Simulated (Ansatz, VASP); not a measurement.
# One calculation of CoSi, two programs

The input INCAR:

```
SYSTEM = CoSi
PREC = Accurate
ENCUT = 520
EDIFF = 1E-6
ISMEAR = -1
SIGMA = 0.1
LREAL = .FALSE.
LASPH = .TRUE.
NELM = 60
ALGO = Normal
ISIF = 2
LWAVE = .FALSE.
LCHARG = .FALSE.
GGA = PE
NBANDS = 14
```

KPOINTS

```
regular mesh
0
G
  16 16 16
  0 0 0
```

File POSCAR:

```
CoSi
1.0
    0.0000000000      2.0904087740      2.0904087740
    2.0904087740      0.0000000000      2.0904087740
    2.0904087740      2.0904087740      0.0000000000
Co Si
1 1
Direct
    0.0000000000      0.0000000000      0.0000000000
    0.5000000000      0.5000000000      0.5000000000
```

Input for Ansatz:

```yaml
crystal:
  lattice:
    - [0.0, 2.090408774, 2.090408774]
    - [2.090408774, 0.0, 2.090408774]
    - [2.090408774, 2.090408774, 0.0]
  atoms:
    - { symbol: Co, position: [0.0, 0.0, 0.0] }
    - { symbol: Si, position: [0.5, 0.5, 0.5] }
kpoints:
  mp_grid: { grid: [16, 16, 16] }
scf:
  occupations: { method: fermi_dirac, width: 0.1 }
hamiltonian:
  xc: pbe
  pseudopotentials: { kind: all_electron, lapw: { basis_error: 0.001 } }
output:
  forces: true
  stress: true
  eigenvalues: true
  populations: true
```

Change from the starting cell: volume scaled by 0.72, LAPW.

Alike in both runs: task single point; functional PBE; k mesh 16 × 16 × 16; occupations fermi-dirac, width 0.1 eV; no spin polarisation.

|  | VASP | Ansatz |
| --- | --- | --- |
| version | VASP 6.6.1 | Ansatz 0.2.0 |
| potentials or method | VASP PAW PBE potentials, release 64 (Co, Si) | all-electron LAPW, scalar-relativistic |
| plane-wave cutoff (eV) | 520 | see its input |

```csv
,VASP,Ansatz,Ansatz less VASP
pressure (GPa),107.8,106.8,-1.06
```

Ansatz ran all-electron here, so the differences hold the error of VASP's frozen core and of both bases.

Caveats: the cell as given lies far from equilibrium; so large a pressure means that the cell lies far from this level's equilibrium, or that cutoff or potentials fall short (VASP). Spin polarisation is off, so any magnetic state and its effect on volume and gap are missing.
